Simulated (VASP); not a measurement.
CdSe:

```xyz
2
Lattice="0.0000 3.0703 3.0703 3.0703 0.0000 3.0703 3.0703 3.0703 0.0000" Properties=species:S:1:pos:R:3 pbc="T T T"
Cd    0.0000    0.0000    0.0000
Se    4.6054    4.6054    4.6054
```

Measurements of this composition are mostly on another form, of space group No. 186.

```yaml
Program: VASP 6.6.1
Task: relaxation of cell and atoms
Functional: LDA
Potentials_or_basis: VASP PAW LDA potentials, release 64 (Cd, Se)
Cutoff: 600 eV
k_mesh: 8 × 8 × 8
Occupations: gaussian, width 0.03 eV
Spin: no spin polarisation
```

At the start: pressure -2.9 GPa; volume 28.94 Å³/atom.

Task: How do energy, volume and symmetry change on relaxing?

Result: Over 3 steps the energy falls by 15.8 meV/atom and the volume is 27.31 Å³/atom (-5.7 %); space group F-43m (No. 216, to 0.05 Å).

The path:
| step | energy change (eV) | largest force (eV/Å) | pressure (GPa) | volume (Å³) |
| --- | --- | --- | --- | --- |
| 1 | 0.0000 | 0.0000 | -2.93 | 57.88 |
| 2 | -0.0278 | 0.0000 | 1.18 | 53.56 |
| 3 | -0.0316 | 0.0000 | -0.01 | 54.61 |

Final structure:
```
Cd Se
1.0
     0.00000    3.01130    3.01130
     3.01130    0.00000    3.01130
     3.01130    3.01130    0.00000
Cd Se
1 1
Direct
  0.00000 0.00000 0.00000
  0.75000 0.75000 0.75000
```
